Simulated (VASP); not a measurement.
# BN (Qingsongite) (F-43m) in VASP: notebook, part 2 of 2

VASP 6.6.1.

### 4 Single point, LDA

This run uses another cell than the first one, of 5.73 Å³/atom, 0.964 times its volume.

INCAR reads:

```
PREC     = Accurate       # precision mode
ENCUT    = 520            # plane-wave cutoff, eV
EDIFF    = 1E-7           # SCF threshold, eV
ISMEAR   = -1             # smearing method
SIGMA    = 0.02           # smearing width, eV
LREAL    = False          # projectors in reciprocal space
LASPH    = True           # aspherical terms in the spheres
NELM     = 60             # most SCF steps
ALGO     = Normal         # electronic algorithm
ISIF     = 2              # what is computed and relaxed
LWAVE    = False          # write WAVECAR
LCHARG   = True           # write CHGCAR
LELF     = True           # ELF
LVHAR    = True         
NBANDS   = 11             # bands
```

KPOINTS reads:

```
Automatic mesh
0
Gamma
  12 12 12
```

POSCAR reads:

```
BN
1.0
    0.0000000000      1.7899237671      1.7899237671
    1.7899237671      0.0000000000      1.7899237671
    1.7899237671      1.7899237671      0.0000000000
B N
1 1
Direct
    0.0000000000      0.0000000000      0.0000000000
    0.2500000000      0.2500000000      0.2500000000
```

Potentials or basis: VASP PAW LDA potentials, release 64 (B, N).

Launch:

```bash
$ cat potpaw_LDA.64/B/POTCAR potpaw_LDA.64/N/POTCAR > POTCAR
$ mpirun -np 1 vasp_std > vasp.out
```

OUTCAR:

```text
PREC = Accurate
   ENCUT = 520
   EDIFF = 1E-7
   ISMEAR = -1
   LREAL = False
   LASPH = True
   NELM = 60
   ISIF = 2

 ion  position               nearest neighbor table
   1  0.000  0.000  0.000-   2 1.55   2 1.55   2 1.55   2 1.55
   2  0.250  0.250  0.250-   1 1.55   1 1.55   1 1.55   1 1.55

  LATTYP: Found a face centered cubic cell.
 ALAT       =     3.5798475342

  Lattice vectors:

 A1 = (   0.0000000000,   1.7899237671,   1.7899237671)
 A2 = (   1.7899237671,   0.0000000000,   1.7899237671)
 A3 = (   1.7899237671,   1.7899237671,   0.0000000000)

Analysis of symmetry for initial positions (statically):
=====================================================================
 Subroutine PRICEL returns:
 Original cell was already a primitive cell.

 Routine SETGRP: Setting up the symmetry group for a
 face centered cubic supercell.

 Subroutine GETGRP returns: Found 24 space group operations
 (whereof 24 operations were pure point group operations)
 out of a pool of 48 trial point group operations.

The static configuration has the point symmetry T_d .

Analysis of symmetry for dynamics (positions and initial velocities):
=====================================================================
 Subroutine PRICEL returns:
 Original cell was already a primitive cell.

 Routine SETGRP: Setting up the symmetry group for a
 face centered cubic supercell.

 Subroutine GETGRP returns: Found 24 space group operations
 (whereof 24 operations were pure point group operations)
 out of a pool of 48 trial point group operations.

The dynamic configuration has the point symmetry T_d .

 Subroutine INISYM returns: Found 24 space group operations
 (whereof 24 operations are pure point group operations),
 and found     1 'primitive' translations

----------------------------------------------------------------------------------------

                                     Primitive cell

  volume of cell :      11.4692

  direct lattice vectors                    reciprocal lattice vectors
     0.000000000  1.789923767  1.789923767    -0.279341506  0.279341506  0.279341506
     1.789923767  0.000000000  1.789923767     0.279341506 -0.279341506  0.279341506
     1.789923767  1.789923767  0.000000000     0.279341506  0.279341506 -0.279341506

  length of vectors
     2.531334467  2.531334467  2.531334467     0.483833680  0.483833680  0.483833680

  position of ions in fractional coordinates (direct lattice)
     0.000000000  0.000000000  0.000000000
     0.250000000  0.250000000  0.250000000

  ion indices of the primitive-cell ions
   primitive index   ion index
                 1           1
                 2           2

----------------------------------------------------------------------------------------

 KPOINTS: Automatic mesh

Automatic generation of k-mesh.
 Grid dimensions read from file:
 generate k-points for:   12   12   12

 Generating k-lattice:

  Cartesian coordinates                     Fractional coordinates (reciprocal lattice)
    -0.023278459  0.023278459  0.023278459     0.083333333  0.000000000  0.000000000
     0.023278459 -0.023278459  0.023278459     0.000000000  0.083333333  0.000000000
     0.023278459  0.023278459 -0.023278459     0.000000000  0.000000000  0.083333333

  Length of vectors
     0.040319473  0.040319473  0.040319473

  Shift w.r.t. Gamma in fractional coordinates (k-lattice)
     0.000000000  0.000000000  0.000000000

 Subroutine IBZKPT returns following result:
 ===========================================

 Found     72 irreducible k-points:

 Following reciprocal coordinates:
            Coordinates               Weight
  0.000000  0.000000  0.000000      1.000000
  0.083333  0.000000  0.000000      8.000000
  0.166667  0.000000  0.000000      8.000000
  0.250000  0.000000  0.000000      8.000000
  0.333333  0.000000  0.000000      8.000000
  0.416667  0.000000  0.000000      8.000000
[... 16 lines left out ...]
  0.500000  0.166667  0.000000     24.000000
 -0.416667  0.166667  0.000000     24.000000
 [... further k-points ...]
   k-points           NKPTS =     72   k-points in BZ     NKDIM =     72   number of bands    NBANDS=     11
   number of dos      NEDOS =    301   number of ions     NIONS =      2
   total plane-waves  NPLWV =   8000
   dimension x,y,z NGX =    20 NGY =   20 NGZ =   20
   dimension x,y,z NGXF=    40 NGYF=   40 NGZF=   40
   ions per type =               1   1
   NGX,Y,Z   is equivalent  to a cutoff of  13.14, 13.14, 13.14 a.u.
   NGXF,Y,Z  is equivalent  to a cutoff of  26.27, 26.27, 26.27 a.u.
 SYSTEM =  unknown system
   PREC   = accura    normal or accurate (medium, high low for compatibility)
   ISTART =      0    job   : 0-new  1-cont  2-samecut
   ICHARG =      2    charge: 1-file 2-atom 10-const
   ISPIN  =      1    spin polarized calculation?
   LNONCOLLINEAR =      F non collinear calculations
   LSORBIT =      F    spin-orbit coupling
   LASPH  =      T    aspherical Exc in radial PAW
   ENCUT  =  520.0 eV  38.22 Ry    6.18 a.u.   4.71  4.71  4.71*2*pi/ulx,y,z
   NELM   =     60;   NELMIN=  2; NELMDL= -5     # of ELM steps
   EDIFF  = 0.1E-06   stopping-criterion for ELM
   LREAL  =      F    real-space projection
   EDIFFG = 0.1E-05   stopping-criterion for IOM
   NSW    =      0    number of steps for IOM
   IBRION =     -1    ionic relax: 0-MD 1-quasi-New 2-CG
   NFREE  =      0    steps in history (QN), initial steepest desc. (CG)
   ISIF   =      2    stress and relaxation
   ISYM   =      2    0-nonsym 1-usesym 2-fastsym
   POTIM  = 0.5000    time-step for ionic-motion
   TEBEG  =    0.0;   TEEND  =   0.0 temperature during run
   PSTRESS=    0.0 pullay stress
   NELECT =       8.0000    total number of electrons
   NUPDOWN=      -1.0000    fix difference up-down
   EMIN   =  10.00;   EMAX   =-10.00  energy-range for DOS
   EFERMI =   0.00;   METHOD = LEGACY
   ISMEAR =    -1;   SIGMA  =   0.02  broadening in eV -4-tet -1-fermi 0-gaus
   EFERMI_NEDOS =   21; number of points for ismear=-14 and -15
   IALGO  =     38    algorithm
   IMIX   =      4    mixing-type and parameters
     AMIX     =   0.40;   BMIX     =  1.00
     AMIX_MAG =   1.60;   BMIX_MAG =  1.00
  volume/ion in A,a.u.               =       5.73        38.70
  Fermi-wavevector in a.u.,A,eV,Ry     =   1.451867  2.743632 28.679979  2.107919
  Thomas-Fermi vector in A             =   2.569315
   LORBIT       =      0    0 simple, 1 ext, 2 COOP (PROOUT), +10 PAW based schemes
   GGA     = CA    functional components
   LHFCALC =     F    Hartree Fock is set to
   AEXX    =    0.0000 exact exchange contribution
   IVDW    =     0    specifies the selected vdW correction
   LEPSILON=     F    determine dielectric tensor
   LRPA    =     F    only Hartree local field effects (RPA)
 non-spin polarized calculation
  energy-cutoff  :      520.00
  volume of cell :       11.47
 maximum number of plane-waves:       331
   NGX =  9   NGY =  9   NGZ =  9

 number of electron       7.9999999 magnetization

 Free energy of the ion-electron system (eV)
  ---------------------------------------------------
  ext. energy  EPLUGINS =         0.00000000
  ---------------------------------------------------
  free energy    TOTEN  =       -19.41375585 eV

  energy without entropy =      -19.41375585  energy(sigma->0) =      -19.41375585

 E-fermi :   8.2502     XC(G=0): -13.2463

 val. band max:        7.7603912095   @ k =   0.0000   0.0000   0.0000
 cond. band min:      12.1378973301   @ k =   0.5000   0.5000   0.0000
 fundamental gap:      4.3775061205
 Fermi energy:         8.2501897769

 k-point     1 :       0.0000    0.0000    0.0000
  band No.  band energies     occupation
      1     -12.6452      2.00000
      2       7.7604      2.00000
      3       7.7604      2.00000
      4       7.7604      2.00000
      5      16.5814      0.00000
      6      16.5814      0.00000
      7      16.5814      0.00000
      8      18.6800      0.00000
      9      32.8071      0.00000
     10      35.9108      0.00000
     11      35.9108      0.00000
[... 309 lines left out ...]
 k-point    24 :      -0.4167    0.1667    0.0000
  band No.  band energies     occupation
      1      -7.8465      2.00000
      2      -2.5102      2.00000
      3       3.5460      2.00000
      4       5.1040      2.00000
      5      17.0919      0.00000
      6      20.0771      0.00000
      7      20.3110      0.00000
      8      23.6628      0.00000
      9      28.8651      0.00000
     10      33.3042      0.00000
     11      34.7468      0.00000

 [... further k-points ...]

------------------------ aborting loop because EDIFF is reached ----------------------------------------

  FORCE on cell =-STRESS in cart. coord.  units (eV):
  Direction    XX          YY          ZZ          XY          YZ          ZX
  --------------------------------------------------------------------------------------
  -------------------------------------------------------------------------------------
  Total        0.0879599      0.0879599      0.0879599      0.0000000      0.0000000      0.0000000
  in kB       12.2874528     12.2874528     12.2874528      0.0000000      0.0000000      0.0000000
  external PRESSURE =      12.2874528 kB  Pullay stress =       0.0000000 kB

 VOLUME and BASIS-vectors are now :
 -----------------------------------------------------------------------------
  energy-cutoff  :      520.00
  volume of cell :       11.47
      direct lattice vectors                 reciprocal lattice vectors
     0.000000000  1.789923767  1.789923767    -0.279341506  0.279341506  0.279341506
     1.789923767  0.000000000  1.789923767     0.279341506 -0.279341506  0.279341506
     1.789923767  1.789923767  0.000000000     0.279341506  0.279341506 -0.279341506

 POSITION                                       TOTAL-FORCE (eV/Angst)
 -----------------------------------------------------------------------------------
      0.00000      0.00000      0.00000        -0.000000     -0.000000     -0.000000
      0.89496      0.89496      0.89496         0.000000      0.000000      0.000000
 -----------------------------------------------------------------------------------
    total drift:                               -0.000000     -0.000000     -0.000000

  FREE ENERGIE OF THE ION-ELECTRON SYSTEM (eV)
  ---------------------------------------------------
  free  energy   TOTEN  =       -19.4137558468 eV

  energy  without entropy=      -19.4137558468  energy(sigma->0) =      -19.41375585
```

Run time: 13 s. Hardware: 1 thread of AMD EPYC 7R43 (Zen 3), shared host; peak memory 0.08 GiB.

Results:

```
Free energy            : -19.4138 eV
Pressure               : 1.2 GPa
Band gap on the k mesh : 4.38 eV, indirect (least direct gap 8.82 eV)
```

Levels at points of the mesh, in eV from the valence-band top:
```
           k point  band 1  band 2  band 3  band 4  band 5  band 6  band 7  band 8  band 9
(0.00, 0.00, 0.00)  -20.41    0.00    0.00    0.00    8.82    8.82    8.82   10.92   25.05
(0.50, 0.00, 0.00)  -15.98  -10.98   -2.00   -2.00   10.60   10.73   10.73   15.31   23.51
(0.50, 0.50, 0.00)  -14.56   -9.08   -5.07   -5.07    4.38    9.31   18.15   18.15   21.01
```

### 5 Single point, r2SCAN

This run uses another cell than the first one, of 5.88 Å³/atom, 0.987 times its volume.

POSCAR reads:

```
BN
1.0
    0.0000000000      1.8044216301      1.8044216301
    1.8044216301      0.0000000000      1.8044216301
    1.8044216301      1.8044216301      0.0000000000
B N
1 1
Direct
    0.0000000000      0.0000000000      0.0000000000
    0.2500000000      0.2500000000      0.2500000000
```

INCAR.step1 reads:

```
PREC = Accurate
ENCUT = 520
ISMEAR = -1
SIGMA = 0.02
LREAL = False
LASPH = True
NELM = 100
NBANDS = 11
GGA = PE
ALGO = Normal
EDIFF = 1E-4
LWAVE = True
LCHARG = False
```

INCAR.step2 reads:

```
PREC = Accurate
ENCUT = 520
EDIFF = 1E-7
ISMEAR = -1
SIGMA = 0.02
LREAL = False
LASPH = True
NELM = 100
ALGO = Normal
ISIF = 2
LWAVE = False
LCHARG = True
METAGGA = R2SCAN
LMIXTAU = True
LELF = True
LVHAR = True
NBANDS = 11
ISTART = 1
```

KPOINTS reads:

```
regular mesh
0
Gamma
  12 12 12
```

Potentials or basis: VASP PAW PBE potentials, release 64 (B, N).

Launch:

```bash
$ cat potpaw_PBE.64/B/POTCAR potpaw_PBE.64/N/POTCAR > POTCAR
$ cp INCAR.step1 INCAR
$ mpirun -np 1 vasp_std > vasp.out
$ cp INCAR.step2 INCAR
$ mpirun -np 1 vasp_std > vasp.out
```

Run time: 57 s. Hardware: 1 thread of AMD EPYC 7R43 (Zen 3), shared host; peak memory 0.09 GiB.

It converged, with:

```yaml
Free_energy: -19.1715 eV
Pressure: 1.4 GPa
Band_gap_on_the_k_mesh: 4.98 eV, indirect (least direct gap 9.55 eV)
```

Levels at points of the mesh, in eV from the valence-band top:
| k point | band 1 | band 2 | band 3 | band 4 | band 5 | band 6 | band 7 | band 8 | band 9 |
| --- | --- | --- | --- | --- | --- | --- | --- | --- | --- |
| (0.00, 0.00, 0.00) | -21.35 | 0.00 | 0.00 | 0.00 | 9.55 | 9.55 | 9.55 | 11.15 | 26.23 |
| (0.50, 0.00, 0.00) | -17.03 | -11.13 | -2.03 | -2.03 | 10.86 | 11.50 | 11.50 | 16.46 | 24.95 |
| (0.50, 0.50, 0.00) | -15.60 | -9.35 | -5.12 | -5.12 | 4.98 | 9.85 | 19.34 | 19.34 | 22.29 |

Caveat: the PAW data sets were made with another functional, which shifts forces and pressure a little.

### 6 The runs side by side

| level | potentials or basis | cell | gap on the mesh (eV) | pressure (GPa) |
| --- | --- | --- | --- | --- |
| PBE | VASP PAW PBE potentials, release 64 (B, N) | a = 2.563 Å, angles 60.0°, 2 atoms | 4.45 | 0.4 |
| PBEsol | VASP PAW PBE potentials, release 64 (B, N) | a = 2.549 Å, angles 60.0°, 2 atoms | 4.29 | 0.8 |
| LDA | VASP PAW LDA potentials, release 64 (B, N) | a = 2.531 Å, angles 60.0°, 2 atoms | 4.38 | 1.2 |
| r2SCAN | VASP PAW PBE potentials, release 64 (B, N) | a = 2.552 Å, angles 60.0°, 2 atoms | 4.98 | 1.4 |

Alike in all rows: task single point; no spin polarisation; k mesh 12 × 12 × 12; cutoff (eV) 520; smearing fermi-dirac 0.02 eV.

Caveats: the PAW data sets were made with another functional, which shifts forces and pressure a little (some runs).

Total energies depend on the potentials used, so only differences within one code and one set of settings carry meaning.

### 7 How close it comes

Step 2. Measured gap of BN: 6.4 eV (indirect; 300 K; a printed reference work, monograph). This calculation gives 4.45 eV (-1.95 eV). The value is that of PBE on a finite k mesh, which can miss the band edges, without temperature or zero-point motion. Semilocal functionals fall short of measured gaps as a rule.

Step 3. Against the measured gap of BN, 6.4 eV (indirect; 300 K; a printed reference work, monograph), the calculated 4.29 eV is off by -2.11 eV. The value is that of PBEsol on a finite k mesh, which can miss the band edges, without temperature or zero-point motion. Semilocal functionals fall short of measured gaps as a rule.

Step 4. A measured gap of BN is 6.4 eV (indirect; 300 K; a printed reference work, monograph); the calculated 4.38 eV misses it by -2.02 eV. The value is that of LDA on a finite k mesh, which can miss the band edges, without temperature or zero-point motion. Semilocal functionals fall short of measured gaps as a rule.

Step 5. Against the measured gap of BN, 6.4 eV (indirect; 300 K; a printed reference work, monograph), the calculated 4.98 eV is off by -1.42 eV. The value is that of r2SCAN on a finite k mesh, which can miss the band edges, without temperature or zero-point motion.
